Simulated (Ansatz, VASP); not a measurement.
# One calculation of TaN, two programs

```
Ta N
1.0
     0.00000    2.17900    2.17900
     2.17900    0.00000    2.17900
     2.17900    2.17900    0.00000
Ta N
1 1
Direct
  0.50000 0.50000 0.50000
  0.00000 0.00000 0.00000
```

Alike in both runs: task single point; functional PBE; k mesh 18 × 18 × 18; occupations gaussian, width 0.15 eV; no spin polarisation.

|  | VASP | Ansatz |
| --- | --- | --- |
| version | VASP 6.6.1 | Ansatz 0.2.0 |
| potentials or method | VASP PAW PBE potentials, release 64 (Ta_pv, N) | scalar-relativistic, plane waves, PAW |
| plane-wave cutoff (eV) | 520 | 420 |
| valence electrons in the cell | 16 | 18 |

Ansatz gave:

| Quantity | Value |
| --- | --- |
| gap on the k mesh at the Fermi level (eV) | none |
| pressure (GPa) | 14.6 |

Problem. Estimate VASP's values.

Solution. gap on the k mesh at the Fermi level (eV): none; pressure (GPa): 15.5.

A gap of «none» marks a metal or a gap that the smearing closes. The two sets of potentials don't hold the same shells in valence.

Caveats: so large a pressure means that the cell lies far from this level's equilibrium, or that cutoff or potentials fall short (VASP). The runs have no spin-orbit coupling, so splittings on Ta are missing.
